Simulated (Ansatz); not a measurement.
# TiAl: a line through a two-coordinate scan, part 2 of 2

Aim: follow the energy of TiAl (Pm-3m, No. 221; 2 atoms in the cell) along one coordinate, normal strain along y, with the other held at normal strain along x = −3.7 %.

Ansatz 0.2.0; DFT PBEsol, scalar-relativistic, plane waves, PAW.

**7. Grid point (−3.7 %, 7.3 %)**

input.yaml reads:

```yaml
crystal:
  lattice:
    - [3.0405369532, 0.0, 0.0]
    - [0.0, 3.3877383078, 0.0]
    - [0.0, 0.0, 3.1563759506]
  atoms:
    - { symbol: Ti, position: [0.0, 0.0, 0.0] }
    - { symbol: Al, position: [0.5, 0.5, 0.5] }
basis:
  ecutwfc: 520.0
kpoints:
  mp_grid: { grid: [14, 14, 14] }
hamiltonian:
  xc: pbesol
scf:
  occupations: { method: gaussian, width: 0.15 }
output:
  forces: true
  stress: true
  eigenvalues: true
  write_density: true
  write_potential: true
  elf: true
  volumetric_format: npy
```

Started as:

```bash
$ ansatz run input.yaml --threads 1 --pin off --max-ram 2048MiB --backend cpu --events-out ev --progress --plain --runs-dir out
```

What it wrote:

```text
Warning: RAYON_NUM_THREADS=1 ignored (pool sized by the plan → 1); use --threads N
Engine: ansatz 0.2.0, aarch64-unknown-linux-gnu
Pseudopotentials: kind: paw
Pseudopotential: Ti, paw, valence charge 12, recommended cutoff 420 eV (normal), Ti.paw.azcp
Pseudopotential: Al, paw, valence charge 3, recommended cutoff 420 eV (normal), Al.paw.azcp
Functional definition: PBEsol
  exchange = pbesol_x
  correlation = pbesol_c
Crystal: 2 atoms, lattice volume = 32.512 Å³
Basis set: ecut = 520 eV, 885 PW (Γ), exchange–correlation on 48×54×48 points (8 copies of the dense FFT grid, shifted against one another)
Bands: 12, of which v1, the nominal top of the filled ones, is band 8 counted from 1 (7 counted from 0)
Symmetry: 8 space group operations
Space group: Pmmm (ITA 47), of the structure as read, at distance tolerance 3.2e-5 Å
k-points: 512 of 2744
Non-local potential: Ti, projectors of the file, l = 0: 3, l = 1: 2, l = 2: 3, l = 3: 1
Non-local potential: Al, projectors of the file, l = 0: 2, l = 1: 2, l = 2: 1
PAW form: soft (Blöchl's): semilocal exchange-correlation on the pseudo side does not see the compensation charge
PAW frozen core: Ti, regenerated for the run's functional, and the local potential with it (the file was generated under x = pbe(κ = 0.804, μ = 0.2195149727645171), c = pbe(β = 0.06672455060314922))
PAW frozen core: Al, regenerated for the run's functional, and the local potential with it (the file was generated under x = pbe(κ = 0.804, μ = 0.2195149727645171), c = pbe(β = 0.06672455060314922))
PAW one-centre angular grid: Ti, 590 points (default); XC on 64 Gauss nodes
PAW one-centre angular grid: Al, 110 points (default); XC on 64 Gauss nodes
Initial density: superposition of atomic densities (neutral atoms: chi_scale 0, normalization atom), corrected by the library's trained network
Initial wavefunctions: pseudopotential atomic-orbital guess
Functional: x = pbesol(κ = 0.804, μ = 0.12345679012345678), c = pbesol(β = 0.046)
SCF iter   1: F=—  HF=-2999.028204 eV  |F-HF|=—  |Δ(HF+E_count)|=         —  Δρ=3.76e-3  dr2=7.99e-3  ethr=1.77e-3  ⟨swp⟩=5.0  Hψ=31285  notcnv=0
preconditioner: auto → none  [metal: Δε(μ)=0.005 eV  Ē_g=5.252 eV  σ=0.150 eV  W_gap=0.02  n_scr=6 (ndim 8)  ℏωp=17.2 eV  f_vac=0.000  D(μ)=2.55/eV (n_scr^D=28)  sad-step TF]
SCF iter   2: F=—  HF=-2999.027074 eV  |F-HF|=—  |Δ(HF+E_count)|=   1.13e-3  Δρ=2.79e-3  dr2=4.99e-3  ethr=5.33e-5  ⟨swp⟩=1.0  Hψ=10240  notcnv=0
SCF iter   3: F=—  HF=-2999.025832 eV  |F-HF|=—  |Δ(HF+E_count)|=   1.24e-3  Δρ=4.67e-4  dr2=4.57e-5  ethr=3.33e-5  ⟨swp⟩=2.1  Hψ=7520  notcnv=0
SCF iter   4: F=—  HF=-2999.025812 eV  |F-HF|=—  |Δ(HF+E_count)|=   2.04e-5  Δρ=8.20e-5  dr2=8.92e-7  ethr=3.04e-7  ⟨swp⟩=3.0  Hψ=10413  notcnv=0
SCF iter   5: F=—  HF=-2999.025811 eV  |F-HF|=—  |Δ(HF+E_count)|=   4.64e-8  Δρ=1.78e-5  dr2=1.11e-7  ethr=5.95e-9  ⟨swp⟩=2.4  Hψ=8585  notcnv=0
SCF iter   6: F=-2999.025811 eV  HF=-2999.025811 eV  |F-HF|=1.66e-10  |Δ(HF+E_count)|=   3.35e-8  Δρ=2.50e-6  dr2=1.29e-9  ethr=6.67e-10  ⟨swp⟩=6.6  Hψ=27139  notcnv=0
SCF 1 converged in 6 iterations: F = -2999.025811 eV  dr2 = 1.29e-9
SCF converged after 6 iterations
Free energy (F): -2999.025811 eV
Harris-Foulkes:  -2999.025811 eV  (|F-HF|=1.66e-10)
Internal energy: -2998.996942 eV  (E = F + TS)
E sigma→0 (E₀):  -2999.011377 eV
Entropy (-TS):   -0.028870 eV (-14.435 meV/atom)
Fermi energy:    11.127604 eV
--- Per-component energies (eV) ---
  E_band       = -165.010673
  E_kinetic    = 296.003943
  E_local      = -1031.720600  (includes V_loc(G=0)·N_el)
  E_nonlocal   = 20.637950
  E_hartree    = 437.986813
  E_xc         = -136.405530
  E_vxc        = -151.047765  (∫ρ·V_xc dr)
  E_paw        = -1477.815440  (= ΣΔE_a)
  E_vpaw       = -174.857503  (= ΣTr[D̂ρ^β])
  E_aug_tail   = 0.000055  (compensation charges beyond the density's cutoff)
  E_ewald      = -1107.842656
  E_core_change = 0.158523  (= ΣΔE_core)
  E_smearing   = -0.028870  (= −TS)
  E_closure    = 0.000000  (closes the sum)
  Σ components = -2999.025811   (vs F -2999.025811, Δ=0.00e0)
--- Forces (eV/Å), atoms counted from 1 ---
  atom   1  Ti     0.00000000    -0.00000000     0.00000000
  atom   2  Al    -0.00000000     0.00000000     0.00000000
  max |Σ_I F_I| component: 0.00e0 eV/Å
--- Stress (GPa, compression-positive) ---
       -5.211432       0.000000       0.000000
        0.000000       0.577160       0.000000
        0.000000       0.000000      -6.033647
  P = ⅓ Tr σ = -3.5560 GPa (-35.560 kbar)
--- Band table (eV; the first three rows and the last of 512) ---
  k-point 0: bands = ["-45.4634", "-21.8443", "-21.7643", "-21.6945", "1.9797", "9.6428", "9.8868", "12.7470", "12.9735", "13.2688", "14.0401", "15.8406"]
  k-point 1: bands = ["-45.4626", "-21.8435", "-21.7735", "-21.6938", "2.0622", "9.6579", "9.8773", "12.4858", "12.9838", "13.1688", "14.3587", "15.4424"]
  k-point 2: bands = ["-45.4603", "-21.8410", "-21.7993", "-21.6916", "2.3072", "9.5920", "9.9059", "12.0174", "12.9189", "13.0128", "14.6909", "15.0019"]
  k-point 511: bands = ["-45.4157", "-21.9129", "-21.9015", "-21.8851", "8.1524", "8.1669", "8.1719", "11.8392", "13.7285", "13.8506", "14.1384", "14.2160"]
```

It took 16 s on 1 thread of Arm Neoverse V2, shared host; peak memory 0.5 GiB.

Density in a lattice plane of the grid's cell (edges 3.04 and 3.16 Å, at 0.000 of the third edge), which holds Ti.

Values in e/Å³, 12 rows by 12 columns:
```
 8.96  7.48  4.02  1.09  0.36  0.22  0.20  0.22  0.36  1.09  4.02  7.48
 5.01  3.81  1.76  0.51  0.25  0.20  0.19  0.20  0.25  0.51  1.76  3.81
 1.24  0.91  0.47  0.24  0.19  0.18  0.18  0.18  0.19  0.24  0.47  0.91
 0.36  0.31  0.23  0.19  0.18  0.18  0.18  0.18  0.18  0.19  0.23  0.31
 0.21  0.20  0.18  0.17  0.17  0.18  0.18  0.18  0.17  0.17  0.18  0.20
 0.18  0.18  0.17  0.17  0.17  0.18  0.18  0.18  0.17  0.17  0.17  0.18
 0.21  0.20  0.18  0.17  0.17  0.18  0.18  0.18  0.17  0.17  0.18  0.20
 0.36  0.31  0.23  0.19  0.18  0.18  0.18  0.18  0.18  0.19  0.23  0.31
 1.24  0.91  0.47  0.24  0.19  0.18  0.18  0.18  0.19  0.24  0.47  0.91
 5.01  3.81  1.76  0.51  0.25  0.20  0.19  0.20  0.25  0.51  1.76  3.81
 8.96  7.48  4.02  1.09  0.36  0.22  0.20  0.22  0.36  1.09  4.02  7.48
10.21  9.07  5.38  1.53  0.44  0.24  0.21  0.24  0.44  1.53  5.38  9.07
```
Columns run along the first of these edges and rows up along the second, over one cell in 12 and 12 even steps from the bottom left corner. Atoms in the plane (fractional): Ti at (0.00, 0.00).

ELF in the same plane.

Ten even steps from ' ' (0.00) to '@' (0.67):
```
  ::==##@@@@##++----==++**++==----++##@@@@##==::
==++##%%%%##++--::--==++**++==--::--++##%%%%##++
%%%%%%%%##++--::::::==++**++==::::::--++##%%%%%%
@@@@%%##++--....::--==++**++==--::....--++##%%@@
####++==::......::==++**##**++==::......::==++##
==----::......::--++**######**++--::......::----
--::::::::::--==++**##%%%%%%##**++==--::::::::::
----------==++**####%%@@@@@@%%####**++==--------
++++++++++****##%%%%@@@@@@@@@@%%%%##****++++++++
************####%%@@@@@@@@@@@@@@%%####**********
++++++++++****##%%%%@@@@@@@@@@%%%%##****++++++++
----------==++**####%%@@@@@@%%####**++==--------
--::::::::::--==++**##%%%%%%##**++==--::::::::::
==----::......::--++**######**++--::......::----
####++==::......::==++**##**++==::......::==++##
@@@@%%##++--....::--==++**++==--::....--++##%%@@
%%%%%%%%##++--::::::==++**++==::::::--++##%%%%%%
==++##%%%%##++--::--==++**++==--::--++##%%%%##++
  ::==##@@@@##++----==++**++==----++##@@@@##==::
    --##@@@@%%**==--==++**++==--==**%%@@@@##--  
```
Columns run along the first of these edges and rows up along the second, over one cell in 24 and 20 even steps from the bottom left corner. Atoms in the plane (fractional): Ti at (0.00, 0.00).

Both are smooth fields of the valence electrons: close to the nuclei they are not physical.

Maxima of ELF outside the ion cores: 0.73 beside Al, off the lines to its neighbours, 1.1 Å from Al; 0.70 on the Al–Al line, 1.3 Å from Al.

That is −13 meV/atom from the zero.

**8. Point (−3.7 %, 11.0 %)**

input.yaml, as its differences from that of step 7:

```diff
@@ -3,3 +3,3 @@
     - [3.0405369532, 0.0, 0.0]
-    - [0.0, 3.3877383078, 0.0]
+    - [0.0, 3.5035773052, 0.0]
     - [0.0, 0.0, 3.1563759506]
@@ -20,5 +20 @@
   eigenvalues: true
-  write_density: true
-  write_potential: true
-  elf: true
-  volumetric_format: npy
```

Started as:

```bash
$ ansatz run input.yaml --threads 1 --pin off --max-ram 2048MiB --backend cpu --events-out ev --progress --plain --runs-dir out
```

What it wrote:

```text
Warning: RAYON_NUM_THREADS=1 ignored (pool sized by the plan → 1); use --threads N
[... 7 set-up lines as earlier in the session ...]
Crystal: 2 atoms, lattice volume = 33.624 Å³
Basis set: ecut = 520 eV, 929 PW (Γ), exchange–correlation on 48×54×48 points (8 copies of the dense FFT grid, shifted against one another)
Bands: 12, of which v1, the nominal top of the filled ones, is band 8 counted from 1 (7 counted from 0)
[... 2 set-up lines as earlier in the session ...]
k-points: 512 of 2744
[... 10 set-up lines as earlier in the session ...]
SCF iter   1: F=—  HF=-2999.023826 eV  |F-HF|=—  |Δ(HF+E_count)|=         —  Δρ=3.34e-3  dr2=6.02e-3  ethr=1.77e-3  ⟨swp⟩=5.0  Hψ=30926  notcnv=0
preconditioner: auto → none  [metal: Δε(μ)=0.006 eV  Ē_g=5.101 eV  σ=0.150 eV  W_gap=0.02  n_scr=6 (ndim 8)  ℏωp=16.9 eV  f_vac=0.000  D(μ)=2.65/eV (n_scr^D=28)  sad-step TF]
SCF iter   2: F=—  HF=-2999.023004 eV  |F-HF|=—  |Δ(HF+E_count)|=   8.22e-4  Δρ=2.42e-3  dr2=3.88e-3  ethr=4.01e-5  ⟨swp⟩=1.0  Hψ=10240  notcnv=0
SCF iter   3: F=—  HF=-2999.022085 eV  |F-HF|=—  |Δ(HF+E_count)|=   9.19e-4  Δρ=4.15e-4  dr2=4.08e-5  ethr=2.59e-5  ⟨swp⟩=2.1  Hψ=7577  notcnv=0
SCF iter   4: F=—  HF=-2999.022046 eV  |F-HF|=—  |Δ(HF+E_count)|=   3.91e-5  Δρ=6.72e-5  dr2=7.97e-7  ethr=2.72e-7  ⟨swp⟩=3.0  Hψ=10384  notcnv=0
SCF iter   5: F=—  HF=-2999.022046 eV  |F-HF|=—  |Δ(HF+E_count)|=   6.27e-8  Δρ=2.34e-5  dr2=2.01e-7  ethr=5.32e-9  ⟨swp⟩=2.1  Hψ=8237  notcnv=0
SCF iter   6: F=-2999.022046 eV  HF=-2999.022046 eV  |F-HF|=1.18e-11  |Δ(HF+E_count)|=   6.62e-8  Δρ=2.12e-6  dr2=8.75e-10  ethr=6.67e-10  ⟨swp⟩=4.2  Hψ=18521  notcnv=0
SCF 1 converged in 6 iterations: F = -2999.022046 eV  dr2 = 8.75e-10
SCF converged after 6 iterations
Free energy (F): -2999.022046 eV
Harris-Foulkes:  -2999.022046 eV  (|F-HF|=1.18e-11)
Internal energy: -2998.992172 eV  (E = F + TS)
E sigma→0 (E₀):  -2999.007109 eV
Entropy (-TS):   -0.029874 eV (-14.937 meV/atom)
Fermi energy:    10.649725 eV
--- Per-component energies (eV) ---
  E_band       = -171.729253
  E_kinetic    = 294.705376
  E_local      = -1051.322291  (includes V_loc(G=0)·N_el)
  E_nonlocal   = 20.508655
  E_hartree    = 444.685394
  E_xc         = -135.876303
  E_vxc        = -150.356931  (∫ρ·V_xc dr)
  E_paw        = -1477.648515  (= ΣΔE_a)
  E_vpaw       = -174.634497  (= ΣTr[D̂ρ^β])
  E_aug_tail   = 0.000055  (compensation charges beyond the density's cutoff)
  E_ewald      = -1094.203068
  E_core_change = 0.158523  (= ΣΔE_core)
  E_smearing   = -0.029874  (= −TS)
  E_closure    = 0.000000  (closes the sum)
  Σ components = -2999.022046   (vs F -2999.022046, Δ=0.00e0)
--- Forces (eV/Å), atoms counted from 1 ---
  atom   1  Ti     0.00000000     0.00000000     0.00000000
  atom   2  Al     0.00000000     0.00000000     0.00000000
  max |Σ_I F_I| component: 4.93e-32 eV/Å
--- Stress (GPa, compression-positive) ---
       -8.733288       0.000000       0.000000
        0.000000      -1.672664       0.000000
        0.000000       0.000000      -9.967019
  P = ⅓ Tr σ = -6.7910 GPa (-67.910 kbar)
--- Band table (eV; the first three rows and the last of 512) ---
  k-point 0: bands = ["-45.9733", "-22.3713", "-22.2620", "-22.1880", "1.6861", "9.2238", "9.5471", "12.2173", "12.4485", "12.8470", "12.9840", "15.5443"]
  k-point 1: bands = ["-45.9725", "-22.3704", "-22.2710", "-22.1873", "1.7680", "9.2493", "9.5352", "11.8747", "12.4588", "12.7556", "13.3816", "15.0955"]
  k-point 2: bands = ["-45.9702", "-22.3679", "-22.2962", "-22.1852", "2.0113", "9.2413", "9.5274", "11.3680", "12.4881", "12.5243", "14.0564", "14.2683"]
  k-point 511: bands = ["-45.9286", "-22.4061", "-22.3998", "-22.3862", "7.8323", "7.8538", "7.8622", "11.2670", "13.0782", "13.2921", "13.6754", "13.7285"]
```

Run time: 12 s. Hardware: 1 thread of Arm Neoverse V2, shared host; peak memory 0.52 GiB.

That is −11 meV/atom from the zero.

**9. Results**

This closing draws on all 2 parts.

| normal strain along y (%) | step | energy (meV/atom) | slope (meV/atom per %) | pressure (GPa) |
| --- | --- | --- | --- | --- |
| −11.0 | – | 145 | −24.0 | 25.0 |
| −7.3 | – | 74 | −15.2 | 16.9 |
| −3.7 | 3 | 31 | −8.8 | 10.3 |
| 0.0 | 4 | 7 | −4.9 | 4.8 |
| 3.7 | 5 | −7 | −2.7 | 0.3 |
| 7.3 | 7 | −13 | −0.5 | −3.6 |
| 11.0 | 8 | −11 | 1.6 | −6.8 |

Energies count from the relaxed crystal. Rows without a step come from runs not printed here or follow by symmetry. Slopes come from the forces (and the stress, where the cell changes), not from differences of energies.

```tsv
run	outcome
step 6, run with n_extra_bands 4 (against step 5)	0.0 meV/atom
```

What this shows: The lowest point of the line is at 7.3 %, −13 meV/atom from the zero. A fit to energies and slopes at the lowest point and its two neighbours puts the minimum at 8.27 %, with a curvature of about 0.58 meV/atom per %². Divided by the reference volume, that is a stiffness of about 59 GPa for this pattern of strain. The highest point computed, at −11.0 %, lies 158 meV/atom above the lowest. This is one cut through a surface in two coordinates; the map's lowest point lies off it.
